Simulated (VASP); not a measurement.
Crystal: Cs2AgBiBr6.

```
Bi Cs Ag Br
1.0
     0.00000    5.61610    5.61610
     5.61610    0.00000    5.61610
     5.61610    5.61610    0.00000
Bi Cs Ag Br
1 2 1 6
Direct
  0.00000 0.00000 0.00000
  0.75000 0.75000 0.75000
  0.25000 0.25000 0.25000
  0.50000 0.50000 0.50000
  0.74945 0.74945 0.25055
  0.25055 0.25055 0.74945
  0.74945 0.25055 0.25055
  0.74945 0.25055 0.74945
  0.25055 0.74945 0.74945
  0.25055 0.74945 0.25055
```

```yaml
Program: VASP 6.6.1
Task: relaxation of cell and atoms
Functional: PBE
Potentials_or_basis: VASP PAW PBE potentials, release 64 (Bi_d_GW, Cs_sv_GW, Ag_sv_GW, Br_GW)
Cutoff: 600 eV
k_mesh: 3 × 3 × 3
Occupations: fermi-dirac, width 0.05 eV
Spin: no spin polarisation
```

At the start: pressure 1.8 GPa; volume 35.43 Å³/atom.

Question: How do energy, volume and symmetry change on relaxing?

Answer: Over 5 steps the energy falls by 12.5 meV/atom and the volume is 37.63 Å³/atom (+6.2 %); space group Fm-3m (No. 225, to 0.05 Å).

The path:
```
step  energy change (eV)  largest force (eV/Å)  pressure (GPa)  volume (Å³)
   1              0.0000                0.2891            1.79       354.27
   2             -0.1242                0.0163            0.06       374.92
   3             -0.1243                0.0248            0.01       375.59
   4             -0.1244                0.0174            0.01       375.81
   5             -0.1246                0.0000            0.00       376.30
```

Final structure:
```xyz
10
Lattice="0.0000 5.7302 5.7302 5.7302 0.0000 5.7302 5.7302 5.7302 0.0000" Properties=species:S:1:pos:R:3 pbc="T T T"
Bi    0.0000    0.0000    0.0000
Cs    8.5953    8.5953    8.5953
Cs    2.8651    2.8651    2.8651
Ag    5.7302    5.7302    5.7302
Br    5.7302    5.7302    8.5782
Br    5.7302    5.7302    2.8821
Br    2.8821    5.7302    5.7302
Br    5.7302    8.5782    5.7302
Br    8.5782    5.7302    5.7302
Br    5.7302    2.8821    5.7302
```
